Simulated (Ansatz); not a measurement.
Crystal: Pb.

```
Pb
1.0
     3.48000    0.00000    0.00000
    -1.74000    3.01377    0.00000
     0.00000    0.00000    5.59000
Pb
2
Direct
  0.66667 0.33333 0.75000
  0.33333 0.66667 0.25000
```

This isn't the form of Pb at room conditions, which is fcc.

```yaml
Program: Ansatz 0.2.0
Task: single point
Functional: PBE
Potentials_or_basis: Ansatz PAW
Cutoff: "420 eV (not typed: the program's choice for these potentials)"
k_mesh: 9 × 9 × 5
Occupations: fermi-dirac, width 0.05 eV
Spin: no spin polarisation
```

On this cell: pressure 4.1 GPa; largest force under 0.003 eV/Å; band gap on the k mesh none (metal or under the smearing width).

The same run follows on a disturbed copy (atoms moved at random, drawn with an rms of 0.05 Å):

```
Pb
1.0
     3.48000    0.00000    0.00000
    -1.74000    3.01377    0.00000
     0.00000    0.00000    5.59000
Pb
2
Direct
  0.67832 0.35185 0.74640
  0.34252 0.68720 0.25624
```

Question: What changes?

Answer: The energy (extrapolated to zero smearing) moves by +1.1 meV/atom; pressure 4.2 GPa; largest force 0.096 eV/Å; band gap on the k mesh none (metal or under the smearing width).

Forces on the atoms (eV/Å):
```
Pb  -0.004  0.002  0.096
Pb   0.004 -0.002 -0.096
```

Stress tensor (GPa, compression positive):
```
 2.89  0.01 -0.01
 0.01  2.90  0.00
-0.01  0.00  6.81
```
